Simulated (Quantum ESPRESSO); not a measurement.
A calculation with Quantum ESPRESSO 7.5 of Cr (native input, structure typed inline):

Contents of pw.in:

```
&CONTROL
  calculation = 'scf'
  prefix = 'pwscf'
  outdir = './tmp'
  pseudo_dir = './pseudo'
  tprnfor = .true.
  tstress = .true.
  disk_io = 'low'
/
&SYSTEM
  ibrav = 0
  nat = 1
  ntyp = 1
  ecutwfc = 55
  ecutrho = 440
  nbnd = 16
  occupations = 'smearing'
  smearing = 'fd'
  degauss = 0.00367493
  nspin = 2
  starting_magnetization(1) = 0.2143
/
&ELECTRONS
  conv_thr = 2d-10
  electron_maxstep = 120
  mixing_beta = 0.3
/
ATOMIC_SPECIES
Cr    51.9961 cr_pbe_v1.5.uspp.F.UPF
CELL_PARAMETERS angstrom
  -1.4844496776    1.4844496776    1.4844496776
   1.4844496776   -1.4844496776    1.4844496776
   1.4844496776    1.4844496776   -1.4844496776
ATOMIC_POSITIONS crystal
Cr     0.0000000000    0.0000000000    0.0000000000
K_POINTS automatic
12 12 12 0 0 0
```

pp_density.in

```
&INPUTPP
  prefix = 'pwscf'
  outdir = './tmp'
  filplot = 'density.dat'
  plot_num = 0
/
&PLOT
  nfile = 1
  filepp(1) = 'density.dat'
  iflag = 3
  output_format = 6
  fileout = 'density.cube'
/
```

File pp_potential.in:

```
&INPUTPP
  prefix = 'pwscf'
  outdir = './tmp'
  filplot = 'potential.dat'
  plot_num = 11
/
&PLOT
  nfile = 1
  filepp(1) = 'potential.dat'
  iflag = 3
  output_format = 6
  fileout = 'potential.cube'
/
```

File pp_spin.in:

```
&INPUTPP
  prefix = 'pwscf'
  outdir = './tmp'
  filplot = 'spin.dat'
  plot_num = 6
/
&PLOT
  nfile = 1
  filepp(1) = 'spin.dat'
  iflag = 3
  output_format = 6
  fileout = 'spin.cube'
/
```

Potentials or basis: SSSP 1.3 efficiency PBE.

Command:

```console
$ OMP_NUM_THREADS=1 pw.x -in pw.in > pw.out
$ OMP_NUM_THREADS=1 pp.x -in pp_density.in > pp_density.out
$ OMP_NUM_THREADS=1 pp.x -in pp_potential.in > pp_potential.out
$ OMP_NUM_THREADS=1 pp.x -in pp_spin.in > pp_spin.out
```

**Question.** Write the same calculation in another form: ASE script, Cartesian positions.

**Answer.** As run:

Contents of run.py:

```python
import numpy as np
from ase.calculators.espresso import Espresso, EspressoProfile
from ase.io import read

atoms = read('Cr.xyz')
atoms.set_initial_magnetic_moments([3.0])

input_data = {
    'control': {'calculation': 'scf', 'prefix': 'pwscf', 'outdir': './tmp', 'tprnfor': True, 'tstress': True, 'disk_io': 'nowf'},
    'system': {'ecutwfc': 55.0, 'ecutrho': 440.0, 'nbnd': 16, 'occupations': 'smearing', 'smearing': 'fd', 'degauss': 0.00367493, 'nspin': 2},
    'electrons': {'conv_thr': 2e-10, 'electron_maxstep': 120, 'mixing_beta': 0.3},
}
pseudopotentials = {'Cr': 'cr_pbe_v1.5.uspp.F.UPF'}
profile = EspressoProfile(command='pw.x', pseudo_dir='pseudo')
atoms.calc = Espresso(profile=profile, input_data=input_data, pseudopotentials=pseudopotentials, kpts=(12, 12, 12), koffset=(0, 0, 0))

print(f'energy {atoms.get_potential_energy():.8f} eV')
print('forces (eV/A)')
print(np.round(atoms.get_forces(), 6))
print('stress (eV/A^3, Voigt)')
print(np.round(atoms.get_stress(), 8))
print(f'Fermi level {atoms.calc.get_fermi_level():.4f} eV')
```

Cr.xyz

```xyz
1
Lattice="-1.4844496776 1.4844496776 1.4844496776 1.4844496776 -1.4844496776 1.4844496776 1.4844496776 1.4844496776 -1.4844496776" Properties=species:S:1:pos:R:3 pbc="T T T"
Cr     0.0000000000      0.0000000000      0.0000000000
```

Potentials or basis: SSSP 1.3 efficiency PBE.

The run is started by

```bash
$ OMP_NUM_THREADS=1 python run.py
```

Both were run:

|  | native input, structure typed inline | ASE script, Cartesian positions |
| --- | --- | --- |
| Pressure | -24.8 GPa | -24.8 GPa |
| Band gap on the k mesh | none (metal or under the smearing width) | none (metal or under the smearing width) |
| Net moment | 0.00 μB per cell | 0.00 μB per cell |
| Absolute moment | 0.00 μB per cell | 0.00 μB per cell |
| Valence electrons inside the program's atomic spheres | Cr 12.31 | Cr 12.31 |

Keys that steer only the numerical path or the files written may differ.

Caveat: the starting moments collapsed, and a magnetic state may lie lower; so large a pressure means that the cell lies far from this level's equilibrium, or that cutoff or potentials fall short.
